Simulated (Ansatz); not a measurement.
Given:

BeO (wurtzite)

```xyz
8
Lattice="2.7118 0.0000 0.0000 -1.3559 2.3485 0.0000 0.0000 0.0000 8.8091" Properties=species:S:1:pos:R:3 pbc="T T T"
Be     1.3559     0.7828     0.0066
Be     1.3559     0.7828     4.4111
Be     0.0000     1.5657     2.2088
Be     0.0000     1.5657     6.6134
O      1.3559     0.7828     2.7472
O      1.3559     0.7828     7.1517
O      0.0000     1.5657     0.5449
O      0.0000     1.5657     4.9494
```

The atoms are displaced by Q × the pattern below (from a DFPT mode at A = (0.0, 0.0, 0.5), largest move 1; Q in Å), at fixed cell. It is one choice among 2 degenerate patterns. (q is in reciprocal vectors of the primitive cell; the cell shown is doubled to hold the pattern.)

| atom | x | y | z |
|---|---|---|---|
| Be1 | 0.000 | 0.000 | 1.000 |
| Be2 | 0.000 | 0.000 | -1.000 |
| Be3 | 0.000 | 0.000 | 0.085 |
| Be4 | 0.000 | 0.000 | -0.085 |
| O5 | 0.000 | 0.000 | 0.262 |
| O6 | 0.000 | 0.000 | -0.262 |
| O7 | 0.000 | 0.000 | -0.454 |
| O8 | 0.000 | 0.000 | 0.454 |

Level of theory: PBE (plane waves to 420 eV, PAW, scalar-relativistic; Ansatz, a program for electronic structure). k mesh 14×14×4 (Γ-centred), Fermi-Dirac smearing 0.05 eV. E stands for the smeared free energy. BeO was relaxed with its symmetry unable to fall. ΔE is measured from the undisplaced structure.

The scan covers Q from -0.280 to 0.280 Å in 13 points.

Q: Which space group does the distorted structure have?

A: P3m1 (No. 156), lowered from P6_3mc.

Q: What is the energy change at Q = 0.280 Å?

A: 3975 meV/cell.

Q: What harmonic wavenumber does the curvature at Q = 0 give?

A: 986 cm⁻¹.

(A displaced cell: forces are minus the slopes of the energy, force constants its curvatures, and phonons follow from these.)
